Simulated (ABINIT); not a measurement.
# C (Fd-3m) in ABINIT: settings compared

Aim: see how the results for C move with the level of theory and the settings. Levels: PW91, PBEsol. Tasks: equation of state, band structure.

Program: ABINIT 10.8.3 (patched build). These are calculated values, not measurements. Logs are shortened: lines on timing, memory, paths and dates and some standing lists are left out, and cuts for length are marked. The log counts tension as positive stress, the text compression.

**Measured values to compare with.**

“Equation of state of cubic boron nitride at high pressures and temperatures”, 2007, arxiv:cond-mat/0702656 quotes, for a bulk crystal of C: bulk modulus 444.8 ± 0.8 GPa.

The runs below are set against these values where they give the same quantity.

### Step 1. Starting point

It takes space group Fd-3m (No. 227, cubic). The conventional cell has a = 3.567 Å, b = 3.567 Å, c = 3.567 Å, α = 90.00°, β = 90.00°, γ = 90.00°. Around C (site symmetry -43m) lie 4 C at 1.54 Å.

This isn't the form of C at room conditions, which is graphite.

### Step 2. Equation of state, PW91

The input, run.abi:

```
# Datasets: one volume each
ndtset 7
getwfk -1
scalecart1 3*0.9795861087
scalecart2 3*0.9864848297
scalecart3 3*0.9932883884
scalecart4 3*1.0000000000
scalecart5 3*1.0066227096
scalecart6 3*1.0131594038
scalecart7 3*1.0196128224

# Pseudopotentials
pp_dirpath "./"
pseudos "C.GGA_PBE-JTH.xml"

# Structure
acell 3*1.0 Angstrom
rprim
     0.0000000000     1.7833700000     1.7833700000
     1.7833700000     0.0000000000     1.7833700000
     1.7833700000     1.7833700000     0.0000000000
ntypat 1
znucl 6
natom 2
typat 1 1
xred
     0.7500000000     0.7500000000     0.7500000000
     0.5000000000     0.5000000000     0.5000000000

# Plane-wave basis
ecut 544.227725 eV
pawecutdg 40.0

# k points
kptopt 1
ngkpt 13 13 13
nshiftk 1
shiftk 0.0 0.0 0.0

# Exchange and correlation
ixc -109134

# Bands and occupations
nband 8
occopt 3
tsmear 0.05 eV

# SCF cycle
nstep 100
tolvrs 1.0e-9

# Output
iomode 3
prtwf 1
prtden 0
prteig 0
prtebands 0
enunit 1
```

Potentials or basis: JTH PAW PBE v2.0.

Command:

```
abinit run.abi > log 2>&1
```

run.abo:

```text
.Version 10.8.3 of ABINIT
 DATASET    1 : space group Fd -3 m (#227); Bravais cF (face-center cubic)
================================================================================
 Values of the parameters that define the memory need for DATASET  1.
     intxc =       0    ionmov =       0      iscf =      17    lmnmax =       8
     lnmax =       4     mgfft =      20  mpssoang =       2    mqgrid =    3001
     natom =       2  nloc_mem =       2    nspden =       1   nspinor =       1
    nsppol =       1      nsym =      48    n1xccc =       1    ntypat =       1
    occopt =       3   xclevel =       2
       mpw =         322          nfft =        8000          nkpt =          84
 PAW method is used; the additional fine FFT grid is defined by:
   mgfftf=        30    nfftf =     27000
================================================================================
================================================================================
[... 71 lines left out ...]
 DATASET    7 : space group Fd -3 m (#227); Bravais cF (face-center cubic)
================================================================================
 Values of the parameters that define the memory need for DATASET  7.
     intxc =       0    ionmov =       0      iscf =      17    lmnmax =       8
     lnmax =       4     mgfft =      20  mpssoang =       2    mqgrid =    3001
     natom =       2  nloc_mem =       2    nspden =       1   nspinor =       1
    nsppol =       1      nsym =      48    n1xccc =       1    ntypat =       1
    occopt =       3   xclevel =       2
       mpw =         356          nfft =        8000          nkpt =          84
 PAW method is used; the additional fine FFT grid is defined by:
   mgfftf=        30    nfftf =     27000
================================================================================
================================================================================

--------------------------------------------------------------------------------
------------- Echo of variables that govern the present computation ------------
--------------------------------------------------------------------------------
 -outvars: echo values of preprocessed input variables --------
            acell      1.8897261259E+00  1.8897261259E+00  1.8897261259E+00 Bohr
              amu      1.20110000E+01
             ecut      2.00000000E+01 Hartree
           enunit           1
           getwfk          -1
                       outvar_i_n : Printing only first  50 k-points.
              ixc     -109134
           jdtset        1    2    3    4    5    6    7
                       outvar_i_n : Printing only first  50 k-points.
         kptrlatt       13    0    0      0   13    0      0    0   13
          kptrlen1     6.06933755E+01
          kptrlen2     6.11208078E+01
          kptrlen3     6.15423439E+01
          kptrlen4     6.19581831E+01
          kptrlen5     6.23685142E+01
          kptrlen6     6.27735159E+01
[... 75 lines left out ...]

================================================================================

 chkinp: Checking input parameters for consistency, jdtset=   1.

 chkinp: Checking input parameters for consistency, jdtset=   2.
[... 39 lines left out ...]
 getcut : COMMENT -
  Note that boxcut > 2.2 ; recall that boxcut=Gcut(box)/Gcut(sphere) = 2
  is sufficient for exact treatment of convolution.
  Such a large boxcut is a waste : you could raise ecut
  e.g. ecut=   51.052900 Hartrees makes boxcut=2

--- Pseudopotential description ------------------------------------------------
- pspini: atom type   1  psp file is ./C.GGA_PBE-JTH.xml
 Pseudopotential format is: paw10
 basis_size (lnmax)=  4 (lmn_size=  8), orbitals=   0   0   1   1
 Spheres core radius: rc_sph= 1.50736703
 Shapefunction is SIN type: shapef(r)=[sin(pi*r/rshp)/(pi*r/rshp)]**2
 Radius for shape functions =  1.30052589
 Compensation charge density is not taken into account in XC energy/potential

   6.99883411E+01                                ecore*ucvol(ha*bohr**3)
--------------------------------------------------------------------------------

================================================================================

--- !BeginCycle
iteration_state: {dtset: 1, }
solver: {iscf: 17, nstep: 100, nline: 4, wfoptalg: 10, }
tolerances: {tolvrs: 1.00E-09, }
...
[... 1183 lines left out ...]
-Cartesian components of stress tensor (GPa)         [Pressure= -2.2117E+01 GPa]
- sigma(1 1)=  2.21170882E+01  sigma(3 2)=  0.00000000E+00
- sigma(2 2)=  2.21170882E+01  sigma(3 1)=  0.00000000E+00
- sigma(3 3)=  2.21170882E+01  sigma(2 1)=  0.00000000E+00

== END DATASET(S) ==============================================================
================================================================================

 -outvars: echo values of variables after computation  --------
            acell      1.8897261259E+00  1.8897261259E+00  1.8897261259E+00 Bohr
           etotal1    -1.1506640572E+01
           etotal2    -1.1507993747E+01
           etotal3    -1.1508781523E+01
           etotal4    -1.1509060279E+01
           etotal5    -1.1508885866E+01
           etotal6    -1.1508297555E+01
           etotal7    -1.1507327645E+01
            fcart1    -2.0390890965E-29  4.0781781930E-29 -2.0390890965E-29
                       2.0390890965E-29 -4.0781781930E-29  2.0390890965E-29
            fcart2     8.0993170627E-29  8.0993170627E-29  8.0993170627E-29
                      -8.0993170627E-29 -8.0993170627E-29 -8.0993170627E-29
            fcart3    -4.0219202734E-28  8.0438405469E-29  1.2065760820E-27
                       4.0219202734E-28 -8.0438405469E-29 -1.2065760820E-27
            fcart4    -1.8376662851E-27  1.6778692168E-27 -2.1572604216E-27
                       1.8376662851E-27 -1.6778692168E-27  2.1572604216E-27
            fcart5     3.9686435330E-28  7.9372870661E-29 -3.9686435330E-28
                      -3.9686435330E-28 -7.9372870661E-29  3.9686435330E-28
[... 38 lines left out ...]
                       0.0000000000E+00  0.0000000000E+00  0.0000000000E+00
           xangst1     2.6204467180E+00  2.6204467180E+00  2.6204467180E+00
                       1.7469644787E+00  1.7469644787E+00  1.7469644787E+00
           xangst2     2.6389011761E+00  2.6389011761E+00  2.6389011761E+00
                       1.7592674507E+00  1.7592674507E+00  1.7592674507E+00
           xangst3     2.6571010698E+00  2.6571010698E+00  2.6571010698E+00
                       1.7714007132E+00  1.7714007132E+00  1.7714007132E+00
           xangst4     2.6750550000E+00  2.6750550000E+00  2.6750550000E+00
                       1.7833700000E+00  1.7833700000E+00  1.7833700000E+00
           xangst5     2.6927711124E+00  2.6927711124E+00  2.6927711124E+00
                       1.7951807416E+00  1.7951807416E+00  1.7951807416E+00
           xangst6     2.7102571289E+00  2.7102571289E+00  2.7102571289E+00
                       1.8068380860E+00  1.8068380860E+00  1.8068380860E+00
           xangst7     2.7275203786E+00  2.7275203786E+00  2.7275203786E+00
                       1.8183469191E+00  1.8183469191E+00  1.8183469191E+00
             xred      7.5000000000E-01  7.5000000000E-01  7.5000000000E-01
                       5.0000000000E-01  5.0000000000E-01  5.0000000000E-01
 Calculation completed.
```

It took 45 s on 1 thread of Arm Neoverse V1, shared host; peak memory 0.11 GiB.

What came out:

| Item | Value |
| --- | --- |
| Equilibrium volume | 5.68 Å³/atom |
| Bulk modulus | 437 GPa |
| Pressure derivative of the bulk modulus | 4.1 |

Energy against volume, from the lowest point:
```csv
volume (Å³/atom),energy (meV/atom)
5.332,32.92
5.445,14.51
5.558,3.79
5.672,0.00
5.785,2.37
5.899,10.38
6.012,23.57
```

Caveat: pressures at fixed basis lie under the slope of the energies; the PAW data sets were made with another functional, which shifts forces and pressure a little; the atomic spheres overlap.

### Step 3. Band structure, PBEsol

The input, run.abi:

```
# Datasets: ground state, then fixed potential
ndtset 2

# Pseudopotentials
pp_dirpath "./"
pseudos "C.upf"

# Structure
acell 3*1.0 Angstrom
rprim
     0.0000000000     1.7833700000     1.7833700000
     1.7833700000     0.0000000000     1.7833700000
     1.7833700000     1.7833700000     0.0000000000
ntypat 1
znucl 6
natom 2
typat 1 1
xcart
     2.6750550000     2.6750550000     2.6750550000
     1.7833700000     1.7833700000     1.7833700000 Angstrom

# Plane-wave basis
ecut 41.0

# Exchange and correlation
ixc -116133

# Bands and occupations
occopt 3
tsmear 0.05 eV

# SCF cycle
nstep 100

# Output
iomode 3
prtwf 0
prteig 0
prtebands 0
prtden1 1
prtvha1 1
prtvclmb1 1
prtpot1 1
prtelf1 1

# Dataset 1
kptopt1 1
ngkpt1 13 13 13
nshiftk1 1
shiftk1 0.0 0.0 0.0
nband1 8
tolvrs1 1.0e-10

# Dataset 2: bands along G-X-W-K-G-L-U-W-L-K
iscf2 -2
getden2 1
nband2 12
nbdbuf2 2
tolwfr2 1.0e-12
kptopt2 -9
ndivsm2 8
prteig2 1
kptbounds2
     0.0000000000     0.0000000000     0.0000000000
     0.5000000000     0.0000000000     0.5000000000
     0.5000000000     0.2500000000     0.7500000000
     0.3750000000     0.3750000000     0.7500000000
     0.0000000000     0.0000000000     0.0000000000
     0.5000000000     0.5000000000     0.5000000000
     0.6250000000     0.2500000000     0.6250000000
     0.5000000000     0.2500000000     0.7500000000
     0.5000000000     0.5000000000     0.5000000000
     0.3750000000     0.3750000000     0.7500000000
```

Potentials or basis: PseudoDojo NC SR PBEsol v0.4 stringent.

Command:

```
abinit run.abi > log 2>&1
```

Wall time 32 s (1 thread of Arm Neoverse V1, shared host); peak memory 0.11 GiB.

Results (log left out):

```yaml
Free_energy: -326.7608 eV
Pressure: -3.2 GPa
Band_gap_on_the_k_mesh: 4.05 eV, indirect (least direct gap 5.56 eV)
Band_gap_along_the_path: 4.04 eV, indirect (least direct gap 5.56 eV)
All_electrons_inside_the_program's_atomic_spheres: C 4.66, 4.70 (radii [1.0584] Å)
```

Levels at the corners of the path, in eV from the valence-band top:
```tsv
point	band 1	band 2	band 3	band 4	band 5	band 6	band 7	band 8
Γ	-21.55	0.00	0.00	0.00	5.56	5.56	5.56	13.35
X	-12.80	-12.80	-6.36	-6.36	4.65	4.65	16.79	16.79
W	-11.98	-11.98	-8.43	-8.43	10.51	10.51	12.33	12.33
K	-12.98	-11.77	-9.44	-5.42	5.57	10.68	14.35	15.60
Γ	-21.55	0.00	0.00	0.00	5.56	5.56	5.56	13.35
L	-15.72	-13.49	-2.83	-2.83	8.43	8.43	8.87	15.49
U	-12.98	-11.77	-9.44	-5.42	5.57	10.68	14.35	15.60
W	-11.98	-11.98	-8.43	-8.43	10.51	10.51	12.33	12.33
L	-15.72	-13.49	-2.83	-2.83	8.43	8.43	8.87	15.49
K	-12.98	-11.77	-9.44	-5.42	5.57	10.68	14.35	15.60
```

Expect the measured gap to be larger: semilocal functionals such as PBEsol lack the derivative discontinuity.

### Step 4. Against experiment

Step 2. A measured bulk modulus of C is 444.8 GPa (quoted in “Equation of state of cubic boron nitride at high pressures and temperatures”, 2007, arxiv:cond-mat/0702656); the calculated 437 GPa misses it by -1.8 %. 3 values of this kind are on record (442 to 444.8 GPa); this one was drawn at random among those near their median, those with a stated uncertainty first. The fit is for a static lattice scaled at fixed shape and fixed fractional positions. The cell as given is a measured one (5.67 Å³/atom); PW91 puts the equilibrium volume +0.2 % from it, thermal expansion not counted.
